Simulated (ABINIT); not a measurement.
# Pt (P6_3/mmc) in ABINIT: equation of state

Aim: energy against volume of Pt in PBEsol, for its equilibrium volume and stiffness.

Everything below comes from runs of ABINIT 10.8.3 (patched build). Logs are shortened: lines on timing, memory, paths and dates and some standing lists are left out, and cuts for length are marked. The log counts tension as positive stress, the text compression.

## 1. The structure

Symmetry: P6_3/mmc, No. 194, hexagonal system. Conventional cell: a = 2.761 Å, b = 2.761 Å, c = 4.792 Å, α = 90.00°, β = 90.00°, γ = 120.00°. Around Pt (site symmetry -6m2) lie 12 Pt at 2.76 to 2.88 Å.

This isn't the form of Pt at room conditions, which is fcc.

## 2. Equation of state, PBEsol

Contents of run.abi:

```
# Datasets: one volume each
ndtset 7
getwfk -1
scalecart1 3*0.9795861087
scalecart2 3*0.9864848297
scalecart3 3*0.9932883884
scalecart4 3*1.0000000000
scalecart5 3*1.0066227096
scalecart6 3*1.0131594038
scalecart7 3*1.0196128224

# Pseudopotentials
pp_dirpath "./"
pseudos "Pt.upf"

# Structure
acell 3*1.0
rprim
     5.2169019355     0.0000000000     0.0000000000
    -2.6084509678     4.5179696052     0.0000000000
     0.0000000000     0.0000000000     9.0558208125
ntypat 1
znucl 78
natom 2
typat 1 1
xred
     0.3333333333     0.6666666667     0.2500000000
     0.6666666667     0.3333333333     0.7500000000

# Plane-wave basis
ecut 42.0

# k points
kptopt 1
ngkpt 11 11 6
nshiftk 1
shiftk 0.0 0.0 0.0

# Exchange and correlation
ixc -116133

# Bands and occupations
nband 22
occopt 3
tsmear 0.05 eV

# SCF cycle
nstep 100
tolvrs 1.0e-10

# Output
iomode 3
prtwf 1
prtden 0
prteig 0
prtebands 0
```

Potentials or basis: PseudoDojo NC SR PBEsol v0.4.1 standard.

Launch:

```sh
abinit run.abi > log 2>&1
```

run.abo:

```text
.Version 10.8.3 of ABINIT
 DATASET    1 : space group P6_3/m m c (#194); Bravais hP (primitive hexag.)
================================================================================
 Values of the parameters that define the memory need for DATASET  1.
     intxc =       0    ionmov =       0      iscf =       7    lmnmax =       8
     lnmax =       8     mgfft =      54  mpssoang =       4    mqgrid =    3001
     natom =       2  nloc_mem =       1    nspden =       1   nspinor =       1
    nsppol =       1      nsym =      24    n1xccc =    2501    ntypat =       1
    occopt =       3   xclevel =       2
       mpw =        2634          nfft =       48600          nkpt =          64
================================================================================
================================================================================
[... 61 lines left out ...]
 DATASET    7 : space group P6_3/m m c (#194); Bravais hP (primitive hexag.)
================================================================================
 Values of the parameters that define the memory need for DATASET  7.
     intxc =       0    ionmov =       0      iscf =       7    lmnmax =       8
     lnmax =       8     mgfft =      54  mpssoang =       4    mqgrid =    3001
     natom =       2  nloc_mem =       1    nspden =       1   nspinor =       1
    nsppol =       1      nsym =      24    n1xccc =    2501    ntypat =       1
    occopt =       3   xclevel =       2
       mpw =        2967          nfft =       55296          nkpt =          64
================================================================================
================================================================================

--------------------------------------------------------------------------------
------------- Echo of variables that govern the present computation ------------
--------------------------------------------------------------------------------
 -outvars: echo values of preprocessed input variables --------
            acell      1.0000000000E+00  1.0000000000E+00  1.0000000000E+00 Bohr
              amu      1.95080000E+02
             ecut      4.20000000E+01 Hartree
           getwfk          -1
                       outvar_i_n : Printing only first  50 k-points.
              ixc     -116133
           jdtset        1    2    3    4    5    6    7
                       outvar_i_n : Printing only first  50 k-points.
         kptrlatt       11    0    0      0   11    0      0    0    6
          kptrlen1     5.32257376E+01
          kptrlen2     5.36005791E+01
          kptrlen3     5.39702500E+01
          kptrlen4     5.43349249E+01
          kptrlen5     5.46947693E+01
          kptrlen6     5.50499401E+01
          kptrlen7     5.54005861E+01
            natom           2
            nband          22
           ndtset           7
            ngfft1         30      30      54
            ngfft2         32      32      54
            ngfft3         32      32      54
            ngfft4         32      32      54
            ngfft5         32      32      54
            ngfft6         32      32      54
            ngfft7         32      32      54
             nkpt          64
            nstep         100
             nsym          24
           ntypat           1
                       prtocc : prtvol=0, do not print more k-points.
           occopt           3
           prtden           0
        prtebands           0
           prteig           0
            rprim1     5.1104046665E+00  0.0000000000E+00  0.0000000000E+00
                      -2.5552023333E+00  4.4257402648E+00  0.0000000000E+00
                       0.0000000000E+00  0.0000000000E+00  8.8709562708E+00
            rprim2     5.1463946174E+00  0.0000000000E+00  0.0000000000E+00
                      -2.5731973088E+00  4.4569084766E+00  0.0000000000E+00
                       0.0000000000E+00  0.0000000000E+00  8.9334298520E+00
            rprim3     5.1818881160E+00  0.0000000000E+00  0.0000000000E+00
                      -2.5909440580E+00  4.4876467480E+00  0.0000000000E+00
                       0.0000000000E+00  0.0000000000E+00  8.9950416605E+00
            rprim4     5.2169019355E+00  0.0000000000E+00  0.0000000000E+00
                      -2.6084509678E+00  4.5179696052E+00  0.0000000000E+00
                       0.0000000000E+00  0.0000000000E+00  9.0558208125E+00
            rprim5     5.2514519620E+00  0.0000000000E+00  0.0000000000E+00
                      -2.6257259811E+00  4.5478908059E+00  0.0000000000E+00
                       0.0000000000E+00  0.0000000000E+00  9.1157948839E+00
            rprim6     5.2855532547E+00  0.0000000000E+00  0.0000000000E+00
                      -2.6427766274E+00  4.5774233916E+00  0.0000000000E+00
                       0.0000000000E+00  0.0000000000E+00  9.1749900153E+00
            rprim7     5.3192201066E+00  0.0000000000E+00  0.0000000000E+00
                      -2.6596100534E+00  4.6065797407E+00  0.0000000000E+00
                       0.0000000000E+00  0.0000000000E+00  9.2334310178E+00
          spgroup         194
           tolvrs      1.00000000E-10
           tsmear      1.83746611E-03 Hartree
            typat      1  1
                       outvars : Printing only first  50 k-points.
           xangst1    -1.7278916453E-11  1.5613339253E+00  1.1735769736E+00
                       1.3521548431E+00  7.8066696264E-01  3.5207309207E+00
           xangst2    -1.7400832637E-11  1.5723295969E+00  1.1818418724E+00
                       1.3616773740E+00  7.8616479843E-01  3.5455256173E+00
           xangst3    -1.7520803534E-11  1.5831735920E+00  1.1899927637E+00
                       1.3710685493E+00  7.9158679600E-01  3.5699782910E+00
           xangst4    -1.7639207719E-11  1.5938710353E+00  1.1980334992E+00
                       1.3803328069E+00  7.9693551767E-01  3.5941004976E+00
           xangst5    -1.7756084360E-11  1.6044267803E+00  1.2059677271E+00
                       1.3894743503E+00  8.0221339017E-01  3.6179031814E+00
           xangst6    -1.7871472625E-11  1.6148454279E+00  1.2137989058E+00
                       1.3984971637E+00  8.0742271395E-01  3.6413967173E+00
           xangst7    -1.7985332934E-11  1.6251313449E+00  1.2215303174E+00
                       1.4074050291E+00  8.1256567244E-01  3.6645909523E+00
            xcart1    -3.2652419850E-11  2.9504935099E+00  2.2177390677E+00
                       2.5552023332E+00  1.4752467549E+00  6.6532172031E+00
            xcart2    -3.2882808046E-11  2.9712723177E+00  2.2333574630E+00
                       2.5731973087E+00  1.4856361589E+00  6.7000723890E+00
            xcart3    -3.3109520185E-11  2.9917644987E+00  2.2487604151E+00
                       2.5909440580E+00  1.4958822493E+00  6.7462812454E+00
            xcart4    -3.3333271667E-11  3.0119797368E+00  2.2639552031E+00
                       2.6084509677E+00  1.5059898684E+00  6.7918656094E+00
            xcart5    -3.3554136509E-11  3.0319272039E+00  2.2789487210E+00
                       2.6257259810E+00  1.5159636020E+00  6.8368461629E+00
            xcart6    -3.3772188728E-11  3.0516155944E+00  2.2937475038E+00
                       2.6427766273E+00  1.5258077972E+00  6.8812425115E+00
            xcart7    -3.3987353528E-11  3.0710531605E+00  2.3083577544E+00
                       2.6596100533E+00  1.5355265802E+00  6.9250732633E+00
             xred      3.3333333333E-01  6.6666666667E-01  2.5000000000E-01
                       6.6666666667E-01  3.3333333333E-01  7.5000000000E-01
            znucl       78.00000

================================================================================

 chkinp: Checking input parameters for consistency, jdtset=   1.

 chkinp: Checking input parameters for consistency, jdtset=   2.
[... 29 lines left out ...]
 getcut: wavevector=  0.0000  0.0000  0.0000  ngfft=  30  30  54
         ecut(hartree)=     42.000   => boxcut(ratio)=   2.01371

--- Pseudopotential description ------------------------------------------------
- pspini: atom type   1  psp file is ./Pt.upf
12 -116133 3 -1 1358                          pspcod,pspxc,lmax,lloc,mmax
     nproj     2     2     2     2

   1.91086787E+03                                ecore*ucvol(ha*bohr**3)
--------------------------------------------------------------------------------

================================================================================

--- !BeginCycle
iteration_state: {dtset: 1, }
solver: {iscf: 7, nstep: 100, nline: 4, wfoptalg: 0, }
tolerances: {tolvrs: 1.00E-10, }
...
[... 1012 lines left out ...]
-Cartesian components of stress tensor (GPa)         [Pressure= -2.1975E+01 GPa]
- sigma(1 1)=  2.22829928E+01  sigma(3 2)=  0.00000000E+00
- sigma(2 2)=  2.22829928E+01  sigma(3 1)=  0.00000000E+00
- sigma(3 3)=  2.13598473E+01  sigma(2 1)=  1.24008600E-08

== END DATASET(S) ==============================================================
================================================================================

 -outvars: echo values of variables after computation  --------
            acell      1.0000000000E+00  1.0000000000E+00  1.0000000000E+00 Bohr
           etotal1    -2.6110859207E+02
           etotal2    -2.6110888839E+02
           etotal3    -2.6110834559E+02
           etotal4    -2.6110706920E+02
           etotal5    -2.6110515209E+02
           etotal6    -2.6110267617E+02
           etotal7    -2.6109971377E+02
            fcart1     1.0537894350E-28  3.0420280701E-29 -5.9284168932E-32
                      -1.0537894350E-28 -3.0420280701E-29  5.9284168932E-32
            fcart2     7.8481502780E-29 -1.5103772251E-29 -0.0000000000E+00
                      -7.8481502780E-29  1.5103772251E-29 -0.0000000000E+00
            fcart3     1.0392525515E-28 -3.0000637019E-28 -0.0000000000E+00
                      -1.0392525515E-28  3.0000637019E-28 -0.0000000000E+00
            fcart4     0.0000000000E+00 -8.9397853188E-29 -0.0000000000E+00
                       0.0000000000E+00  8.9397853188E-29 -0.0000000000E+00
            fcart5     7.6911449708E-29 -4.2924684653E-28 -0.0000000000E+00
                      -7.6911449708E-29  4.2924684653E-28 -0.0000000000E+00
[... 38 lines left out ...]
                       0.0000000000E+00  0.0000000000E+00  4.2149666265E-13
           xangst1    -1.7278916453E-11  1.5613339253E+00  1.1735769736E+00
                       1.3521548431E+00  7.8066696264E-01  3.5207309207E+00
           xangst2    -1.7400832637E-11  1.5723295969E+00  1.1818418724E+00
                       1.3616773740E+00  7.8616479843E-01  3.5455256173E+00
           xangst3    -1.7520803534E-11  1.5831735920E+00  1.1899927637E+00
                       1.3710685493E+00  7.9158679600E-01  3.5699782910E+00
           xangst4    -1.7639207719E-11  1.5938710353E+00  1.1980334992E+00
                       1.3803328069E+00  7.9693551767E-01  3.5941004976E+00
           xangst5    -1.7756084360E-11  1.6044267803E+00  1.2059677271E+00
                       1.3894743503E+00  8.0221339017E-01  3.6179031814E+00
           xangst6    -1.7871472625E-11  1.6148454279E+00  1.2137989058E+00
                       1.3984971637E+00  8.0742271395E-01  3.6413967173E+00
           xangst7    -1.7985332934E-11  1.6251313449E+00  1.2215303174E+00
                       1.4074050291E+00  8.1256567244E-01  3.6645909523E+00
             xred      3.3333333333E-01  6.6666666667E-01  2.5000000000E-01
                       6.6666666667E-01  3.3333333333E-01  7.5000000000E-01
 Calculation completed.
```

It took 7.8 min on 1 thread of Intel Xeon 6975P-C (Granite Rapids), shared host; peak memory 0.16 GiB.

What came out:

* Equilibrium volume: 15.13 Å³/atom
* Bulk modulus at fixed shape and positions: 283 GPa
* Pressure derivative of the bulk modulus: 5.4

Energy against volume, from the lowest point:
```csv
volume (Å³/atom),energy (meV/atom)
14.866,4.03
15.182,0.00
15.498,7.39
15.815,24.75
16.131,50.83
16.447,84.52
16.763,124.83
```

Caveat: pressures at fixed basis lie under the slope of the energies; the cell was scaled at fixed shape and fractional positions, which overstates the stiffness of a crystal with free parameters, most of all of layers and chains. The run has no spin-orbit coupling, so splittings on Pt are missing.
